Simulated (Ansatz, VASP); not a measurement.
# BeTe: VASP beside Ansatz

The input INCAR:

```
SYSTEM = BeTe
PREC = Accurate
ENCUT = 600
EDIFF = 1E-7
ISMEAR = 0
SIGMA = 0.02
LREAL = .False.
LASPH = .True.
NELM = 100
ALGO = Normal
ISIF = 3
LWAVE = .False.
LCHARG = .False.
GGA = PE
IBRION = 2
NSW = 100
EDIFFG = -0.01
```

The input KPOINTS:

```
regular mesh
0
Gamma
  8 8 8
  0 0 0
```

File POSCAR:

```
BeTe
1.0
    0.0000000000      2.8438010329      2.8438010329
    2.8438010329      0.0000000000      2.8438010329
    2.8438010329      2.8438010329      0.0000000000
Be Te
1 1
Direct
    0.0000000000      0.0000000000      0.0000000000
    0.7500000000      0.7500000000      0.7500000000
```

Input for Ansatz:

```yaml
crystal:
  lattice:
    - [0.0, 2.8438010329, 2.8438010329]
    - [2.8438010329, 0.0, 2.8438010329]
    - [2.8438010329, 2.8438010329, 0.0]
  atoms:
    - { symbol: Be, position: [0.0, 0.0, 0.0] }
    - { symbol: Te, position: [0.75, 0.75, 0.75] }
basis:
  ecutwfc: 420
kpoints:
  mp_grid: { grid: [8, 8, 8] }
hamiltonian:
  xc: pbe
scf:
  occupations: { method: gaussian, width: 0.02 }
output:
  forces: true
  stress: true
  eigenvalues: true
relax:
  adjacent_minimum: "off"
  f_tol: 0.01
  max_steps: 80
  cell: { stress_tol: 0.05 }
```

Alike in both runs: task relaxation of cell and atoms; functional PBE; k mesh 8 × 8 × 8; occupations gaussian, width 0.02 eV; no spin polarisation.

```csv
,VASP,Ansatz
version,VASP 6.6.1,Ansatz 0.2.0
potentials or method,"VASP PAW PBE potentials, release 64 (Be, Te)","scalar-relativistic, plane waves, PAW"
plane-wave cutoff (eV),600,420
valence electrons in the cell,8,18
```

|  | VASP | Ansatz | Ansatz less VASP |
| --- | --- | --- | --- |
| gap on the k mesh at the Fermi level, each at its own relaxed structure (eV) | 2.02 | 2.03 | +0.009 |
| relaxed volume (Å³/atom) | 22.76 | 22.71 | -0.050 |
| relaxed cell length with the largest relative difference (Å) | 4.008 | 4.005 | -0.0029 |

The two sets of potentials don't hold the same shells in valence.

Caveats: spin-orbit coupling is left out, which moves the levels of the heavy elements. A k mesh can miss the band edges. A hybrid or GW would open this gap; PBE tends to underestimate it.
